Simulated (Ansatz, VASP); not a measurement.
Ti in VASP and in Ansatz

File INCAR:

```
  PREC = Accurate
  ENCUT = 520
  EDIFF = 1E-7
  ISMEAR = -1
  SIGMA = 0.1
  LREAL = F
  LASPH = T
  NELM = 80
  ALGO = Normal
  ISIF = 2
  LWAVE = F
  LCHARG = F
  GGA = RE
  NBANDS = 12
```

KPOINTS

```
Automatic mesh
0
Gamma
  15 15 15
```

Contents of POSCAR:

```
Ti
1.0
    0.0000000000      2.0727509303      2.0727509303
    2.0727509303      0.0000000000      2.0727509303
    2.0727509303      2.0727509303      0.0000000000
Ti
1
Direct
    0.0000000000      0.0000000000      0.0000000000
```

Input for Ansatz:

```yaml
crystal:
  lattice:
    - [0.0, 2.0727509303, 2.0727509303]
    - [2.0727509303, 0.0, 2.0727509303]
    - [2.0727509303, 2.0727509303, 0.0]
  atoms:
    - { symbol: Ti, position: [0.0, 0.0, 0.0] }
hamiltonian:
  xc: revpbe
  pseudopotentials:
    kind: paw
    azcp:
      Ti: "pseudopotentials/Ti.paw.azcp"
basis:
  ecutwfc: 420
  fft_grid_basis: typed
kpoints:
  mp_grid: { grid: [15, 15, 15], shift: [0, 0, 0] }
magnetization:
  spin_polarized: false
scf:
  occupations: { method: fermi_dirac, width: 0.1 }
  lower_state_search: "off"
output:
  stress: true
```

Alike in both runs: task single point; functional revPBE; k mesh 15 × 15 × 15; occupations fermi-dirac, width 0.1 eV; no spin polarisation.

```csv
,VASP,Ansatz
version,VASP 6.6.1,Ansatz 0.2.0
potentials or method,"VASP PAW PBE potentials, release 64 (Ti_sv)","plane waves (420 eV) with PAW, scalar-relativistic"
plane-wave cutoff (eV),520,420
valence electrons in the cell,12,12
```

Ansatz gave:

* pressure (GPa): 0.0

Which values does VASP return?

Pressure (GPa): -0.2.

Caveats: the PAW data sets were made with another functional, which shifts forces and pressure a little (VASP).
